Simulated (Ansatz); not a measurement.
System: rock-salt LiI. Method: B3LYP (VWN-RPA form) in Ansatz (PAW).

Numerical settings: plane-wave cutoff 460 eV, 8×8×8 k mesh, Fermi–Dirac smearing 0.01 eV, scalar-relativistic PAW data made under PBE.

Pressure at four volumes; x = ln(V/28.623 Å³). One pressure is withheld.

| V (Å³/atom) | x | P (GPa) |
|---|---|---|
| 27.192 | -0.0513 | 1.038 |
| 28.623 | 0.0000 | -0.004 |
| 29.338 | 0.0247 | -0.426 |
| 30.054 | 0.0488 | ? |

Question: Pass a parabola P(x) through the three rows shown, estimate the bulk modulus and its pressure derivative near zero pressure, and predict the withheld pressure.

Answer: Slopes between the rows: (-0.004 − (1.038))/(0.0000 − (-0.0513)) = -20.31 and (-0.426 − (-0.004))/(0.0247 − (0.0000)) = -17.09 GPa. Their difference over the span 0.0760 is c = 3.22/0.0760 = 42.4 GPa, so P(x) = 1.038 + (-20.31)(x − (-0.0513)) + 42.4 (x − (-0.0513))(x − (0.0000)). At the middle row B = −dP/dx = −[-20.31 + 42.4 × 0.0513] = 18.1 GPa, and B′ = dB/dP = 2c/B = 4.7. At x = 0.0488 the parabola gives -0.788 GPa; the run gives -0.795 GPa. The Birch–Murnaghan fit to the energies at all volumes has B0 = 18.1 GPa and B′ = 4.5.

Measured, for comparison: bulk modulus 24 GPa (0 K, extrapolated to 0 K; as tabulated in Doll and Stoll (1998), arXiv:cond-mat/9801031). Computed (rounded) less measured: bulk modulus -25 %.

Spin–orbit coupling is not included.

Ansatz is a program for electronic structure.
